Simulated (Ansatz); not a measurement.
# InP: a single-point run

Aim: a sound single-point run of InP. The structure is shown as the input types it.

The COD entry's cell or inner coordinates are ideal or old and differ from later refinements, so a difference from it is no clean test against experiment.

Method: density functional or hybrid calculation with the settings of its input, plane waves (as first typed), in Ansatz 0.2.0.

5 further runs of the same task are left out: 2 for a known fault of the program, 3 that didn't finish.

## 1. The starting structure

Symmetry: F-43m, No. 216, cubic system. The conventional cell has a = 5.908 Å, b = 5.908 Å, c = 5.908 Å, α = 90.00°, β = 90.00°, γ = 90.00°. Around In (site symmetry -43m) lie 4 P at 2.56 Å. Around P (site symmetry -43m) lie 4 In at 2.56 Å.

As a file:

```
CELL_PARAMETERS angstrom
0.00000 2.95381 2.95381
2.95381 0.00000 2.95381
2.95381 2.95381 0.00000
ATOMIC_POSITIONS crystal
In 0.00000 0.00000 0.00000
P 0.25000 0.25000 0.25000
```

## 2. The calculation

File input.yaml:

```yaml
crystal:
  lattice:
    - [0.0, 2.9538133802, 2.9538133802]
    - [2.9538133802, 0.0, 2.9538133802]
    - [2.9538133802, 2.9538133802, 0.0]
  atoms:
    - { symbol: In, position: [0.0, 0.0, 0.0] }
    - { symbol: P, position: [0.25, 0.25, 0.25] }
kpoints:
  mp_grid: { grid: [4, 4, 4] }
hamiltonian:
  xc: hse06
scf:
  occupations: { method: methfessel_paxton, width: 1.5 }
  n_extra_bands: 4
output:
  forces: true
  stress: true
  eigenvalues: true
```

Run with:

```console
ansatz run input.yaml --threads 4 --pin off --max-ram 3686MiB --backend cpu --events-out ev --progress --plain --runs-dir out
```

What happens when this is run?

The run converged and reported no error, with warnings (stress exchange threshold loose, stress scf threshold loose). Its log warns: «output.stress: scf.convergence.dr2_threshold = 1e-7 eV (the SCF's general default) is looser than the 2e-10 eV advised for a printed stress (1e-10 eV for each atom of the ...»

The suspect setting: scf.occupations.method is methfessel_paxton; scf.occupations.width is 1.5. A smearing this wide moves electrons out of filled levels into empty ones.

Run again and compare: delete scf.occupations.width (the default then holds) and set scf.occupations.method to fixed.
